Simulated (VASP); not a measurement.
**BN (Qingsongite): relaxation of cell and atoms with PBE**

BN (Qingsongite):

```
B N
1.0
     0.00000    1.81228    1.81228
     1.81228    0.00000    1.81228
     1.81228    1.81228    0.00000
B N
1 1
Cartesian
  0.0000 0.0000 0.0000
  0.9061 0.9061 0.9061
```

| Item | Value |
| --- | --- |
| Program | VASP 6.6.1 |
| Task | relaxation of cell and atoms |
| Functional | PBE |
| Potentials or basis | VASP PAW PBE potentials, release 64 (B, N) |
| Cutoff | 600 eV |
| k mesh | 14 × 14 × 14 |
| Occupations | gaussian, width 0.03 eV |
| Spin | no spin polarisation |
| Further INCAR settings | ALGO = Normal; EDIFF = 1e-07; IBRION = 2; EDIFFG = -0.005; NSW = 90; ISIF = 3 |

```json
{
 "Pressure after relaxing": "0.0 GPa",
 "Band gap on the k mesh": "4.45 eV, indirect (least direct gap 8.78 eV)"
}
```

Final structure:
```
CELL_PARAMETERS angstrom
0.00000 1.81228 1.81228
1.81228 0.00000 1.81228
1.81228 1.81228 0.00000
ATOMIC_POSITIONS crystal
B 0.00000 0.00000 0.00000
N 0.25000 0.25000 0.25000
```

Levels at points of the mesh, in eV from the valence-band top:
```
           k point  band 1  band 2  band 3  band 4  band 5  band 6  band 7  band 8
(0.00, 0.00, 0.00)  -20.14    0.00    0.00    0.00    8.78    8.78    8.78   10.22
(0.50, 0.00, 0.00)  -15.96  -10.62   -1.93   -1.93   10.04   10.66   10.66   15.18
(0.50, 0.50, 0.00)  -14.61   -8.86   -4.87   -4.87    4.45    9.19   17.80   17.80
```

Wall time 8.3 s on 1 thread of Intel(R) Xeon(R) Platinum 8488C (Sapphire Rapids) (shared host), peak memory 0.12 GiB.

Caveat: the relaxation stopped at its first step, so nothing moved. A k mesh can miss the band edges.
